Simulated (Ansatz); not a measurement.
# CdS (Hawleyite) (F-43m) in Ansatz: further runs

One crystal, CdS (Hawleyite), is run at these levels: PBE; tasks: single point.

Everything below comes from runs of Ansatz 0.2.0. Logs are shortened: lines on timing, memory, paths and dates and some standing lists are left out, and cuts for length are marked.

**1. Starting point**

Symmetry: F-43m, No. 216, cubic system. Conventional cell: a = 5.833 Å, b = 5.833 Å, c = 5.833 Å, α = 90.00°, β = 90.00°, γ = 90.00°. Cd (site symmetry -43m) is surrounded by 4 S at 2.53 Å. S (site symmetry -43m) is surrounded by 4 Cd at 2.53 Å.

**2. Single point, PBE**

Contents of input.yaml:

```yaml
crystal:
  lattice:
    - [0.0, 2.9165, 2.9165]
    - [2.9165, 0.0, 2.9165]
    - [2.9165, 2.9165, 0.0]
  atoms:
    - { symbol: Cd, position: [0.0, 0.0, 0.0] }
    - { symbol: S, position: [0.75, 0.75, 0.75] }
kpoints:
  mp_grid: { grid: [8, 8, 8] }
scf:
  occupations: { method: gaussian, width: 0.022 }
hamiltonian:
  xc: pbe
  pseudopotentials: { kind: all_electron, lapw: { basis_error: 0.001 } }
output:
  forces: true
  stress: true
  eigenvalues: true
```

Potentials or basis: all-electron LAPW, scalar-relativistic.

Command:

```bash
ansatz run input.yaml --threads 1 --pin off --max-ram 3072MiB --backend cpu --events-out ev --progress --plain --runs-dir out
```

The program printed:

```text
Warning: RAYON_NUM_THREADS=1 ignored (pool sized by the plan → 1); use --threads N
LAPW: plane waves up to 8.043 Å⁻¹, error target 1.0e-3 eV per atom; small_component_spin mean_spin; S in spheres of 1.096 Å, 14 of its electrons in bands, Dirac shells []; Cd in spheres of 1.430 Å, 20 of its electrons in bands, Dirac shells [] (how accurate: hamiltonian.pseudopotentials.lapw.basis_error, Limitations)
Engine: ansatz 0.2.0, x86_64-unknown-linux-gnu
Pseudopotentials: kind: all_electron
Pseudopotential: Cd, LAPW, valence charge 20, lapw/all_electron/scalar/gaussian/Cd, Koelling and Harmon's equation, gaussian nucleus
Pseudopotential: S, LAPW, valence charge 14, lapw/all_electron/scalar/gaussian/S, Koelling and Harmon's equation, gaussian nucleus
Functional definition: PBE
  parameter kappa = 0.804
  parameter beta = 0.06672455060314922
  exchange = pbe_x(kappa = kappa, mu = beta*pi^2/3)
  correlation = pbe_c(beta = beta)
Crystal: 2 atoms, lattice volume = 49.615 Å³
Basis set: ecut = 246.4605403132443 eV, 411 PW (Γ), exchange–correlation at level 2
Bands: 21, of which v1, the nominal top of the filled ones, is band 17 counted from 1 (16 counted from 0)
Symmetry: 24 space group operations
Space group: F-43m (ITA 216), of the structure as read, at distance tolerance 3.7e-5 Å
k-points: 29 of 512 (time reversal used)
Non-local potential: Cd, projectors of the file, none
Non-local potential: S, projectors of the file, none
Initial density: superposition of atomic densities (chi_scale 0.1, normalization cell, long waves kept (reshape's long-wave potential 0.00 eV rms))
Initial wavefunctions: plane waves of lowest kinetic energy (no species holds an atomic orbital)
Functional: x = pbe(κ = 0.804, μ = 0.2195149727645171), c = pbe(β = 0.06672455060314922)
iter 1 solved again at ethr=4.30e-3 eV; its pass at ethr=1.00e-1 eV (dr2=1.46e0 eV) is discarded
SCF iter   1: F=—  HF=-163099.952944 eV  |F-HF|=—  |Δ(HF+E_count)|=         —  Δρ=3.81e-2  dr2=1.46e0  ethr=4.30e-3  ⟨swp⟩=2.0  Hψ=4168  notcnv=0
preconditioner: auto → none  [insulator: Δε(μ)=1.736 eV  Ē_g=11.964 eV  σ=0.022 eV  W_gap=1.00  n_scr=14 (ndim 8)  ℏωp=22.4 eV  f_vac=0.141  D(μ)=0.00/eV (n_scr^D=0)  ε∞_Penn≈4.5]
iter 2 solved again at ethr=1.56e-4 eV; its pass at ethr=4.30e-3 eV (dr2=5.31e-2 eV) is discarded
SCF iter   2: F=—  HF=-163099.462915 eV  |F-HF|=—  |Δ(HF+E_count)|=   4.90e-1  Δρ=1.14e-2  dr2=5.31e-2  ethr=1.56e-4  ⟨swp⟩=2.0  Hψ=3292  notcnv=0
SCF iter   3: F=—  HF=-163099.407759 eV  |F-HF|=—  |Δ(HF+E_count)|=   5.52e-2  Δρ=5.40e-3  dr2=1.27e-2  ethr=1.56e-4  ⟨swp⟩=3.0  Hψ=1973  notcnv=0
SCF iter   4: F=—  HF=-163099.407850 eV  |F-HF|=—  |Δ(HF+E_count)|=         —  Δρ=1.30e-3  dr2=7.47e-4  ethr=3.72e-5  ⟨swp⟩=2.0  Hψ=1792  notcnv=0
the basis was enlarged: its passes take 82.4 KiB over the memory plan, 1 of 1 planned eigensolver slots
SCF iter   5: F=—  HF=-163099.407488 eV  |F-HF|=—  |Δ(HF+E_count)|=   3.62e-4  Δρ=1.99e-4  dr2=1.44e-5  ethr=2.20e-6  ⟨swp⟩=2.0  Hψ=1678  notcnv=0
SCF iter   6: F=—  HF=-163099.407507 eV  |F-HF|=—  |Δ(HF+E_count)|=   1.93e-5  Δρ=3.52e-5  dr2=4.70e-7  ethr=4.24e-8  ⟨swp⟩=3.0  Hψ=1782  notcnv=0
SCF iter   7: F=-163099.407509 eV  HF=-163099.407509 eV  |F-HF|=8.79e-9  |Δ(HF+E_count)|=   1.34e-6  Δρ=4.02e-6  dr2=6.62e-9  ethr=1.38e-9  ⟨swp⟩=3.0  Hψ=1844  notcnv=0
SCF 1 converged in 7 iterations: F = -163099.407509 eV  dr2 = 6.62e-9
SCF converged after 7 iterations
Free energy (F): -163099.407509 eV
Harris-Foulkes:  -163099.407509 eV  (|F-HF|=8.79e-9)
Internal energy: -163099.407509 eV  (E = F + TS)
E sigma→0 (E₀):  -163099.407509 eV
Fermi energy:    8.320612 eV
--- Per-component energies (eV) ---
  E_band       = -1727.380816
  E_kinetic    = 170389.483621
  E_xc         = -4908.328181
  E_electrostatic = -328580.562948  (all electrons and nuclei)
  E_smearing   = -0.000000  (= −TS)
  E_closure    = 0.000000  (closes the sum)
  E_atoms      = -163093.279048  (free atoms, spherical and without spin; not in F)
  Σ components = -163099.407509   (vs F -163099.407509, Δ=0.00e0)
  Basis errors (estimates in eV, not in F): energy 4.4e-4 per atom: plane waves 4.1e-4 (2.4e-4 summed), levels above the bands 0.0e0, relativity 2.0e-8, radial functions 3.6e-5, core shells 2.2e-7; eigenvalues (radial functions only) 9.5e-7; not estimated: angular momenta, meshes, grids; target (lapw.basis_error) 1.0e-3; muffin-tin radii S 1.096 Å, Cd 1.430 Å
--- Forces (eV/Å), atoms counted from 1 ---
  atom   1  Cd     0.00000000    -0.00000000     0.00000000
  atom   2  S     -0.00000000     0.00000000    -0.00000000
  max |Σ_I F_I| component: 4.63e-17 eV/Å
--- Stress (GPa, compression-positive) ---
        2.883302       0.000000       0.000000
        0.000000       2.883302       0.000000
        0.000000       0.000000       2.883302
  P = ⅓ Tr σ = 2.8833 GPa (28.833 kbar)
--- Band table (eV; the first three rows and the last of 29) ---
  k-point 0: bands = ["-196.7241", "-141.4981", "-141.4981", "-141.4981", "-93.5578", "-54.6285", "-54.6285", "-54.6285", "-4.6170", "0.0244", "0.0244", "0.0244", "0.5043", "0.5043", "7.7476", "7.7476", "7.7476", "8.8931", "14.2778", "14.2778", "14.2778"]
  k-point 1: bands = ["-196.7241", "-141.4981", "-141.4981", "-141.4981", "-93.5578", "-54.6286", "-54.6285", "-54.6285", "-4.5546", "0.0469", "0.0469", "0.0781", "0.5032", "0.5032", "6.7269", "7.6260", "7.6260", "9.7290", "14.0178", "14.4754", "14.4754"]
  k-point 2: bands = ["-196.7241", "-141.4981", "-141.4981", "-141.4981", "-93.5578", "-54.6288", "-54.6286", "-54.6286", "-4.4031", "0.0956", "0.0956", "0.2710", "0.5085", "0.5085", "5.2596", "7.3519", "7.3519", "10.5282", "14.0216", "14.7802", "14.7802"]
  k-point 28: bands = ["-196.7241", "-141.4981", "-141.4981", "-141.4981", "-93.5578", "-54.6290", "-54.6289", "-54.6288", "-4.0589", "0.2565", "0.2771", "0.4651", "0.5115", "1.1343", "3.8531", "5.4865", "5.5645", "13.1726", "13.1774", "14.9747", "15.7802"]
```

Run time: 21 s. Hardware: 1 thread of Intel Xeon at 2.50GHz (Skylake/Cascade Lake), shared host; peak memory 0.3 GiB.

Results:

```
Free energy            : -163099.4075 eV
Pressure               : 2.9 GPa
Band gap on the k mesh : 1.15 eV, direct
```

PBE gaps usually lie below the measured ones, often by a third to a half.

**3. Single point, PBE**

Edit input.yaml of step 2 so:

```diff
@@ -11,3 +11,3 @@
 scf:
-  occupations: { method: gaussian, width: 0.022 }
+  occupations: { method: gaussian, width: 0.021 }
 hamiltonian:
```

Potentials or basis: all-electron LAPW, scalar-relativistic.

Command:

```bash
ansatz run input.yaml --threads 1 --pin off --max-ram 3072MiB --backend cpu --events-out ev --progress --plain --runs-dir out
```

Wall time 21 s (1 thread of Intel Xeon at 2.50GHz (Skylake/Cascade Lake), shared host); peak memory 0.3 GiB.

The run converged. Its results:

- Free energy: -163099.4075 eV
- Pressure: 2.9 GPa
- Band gap on the k mesh: 1.15 eV, direct

Levels at points of the mesh, in eV from the valence-band top:
```
             k point  band 13  band 14  band 15  band 16  band 17  band 18  band 19  band 20  band 21
  (0.00, 0.00, 0.00)    -7.24    -7.24     0.00     0.00     0.00     1.15     6.53     6.53     6.53
 (0.00, 0.00, -0.50)    -7.21    -6.86    -4.39    -0.75    -0.75     3.01     7.00     7.00     7.46
(0.00, -0.50, -0.50)    -7.16    -6.80    -3.95    -1.88    -1.88     3.56     4.36     9.19    10.78
```
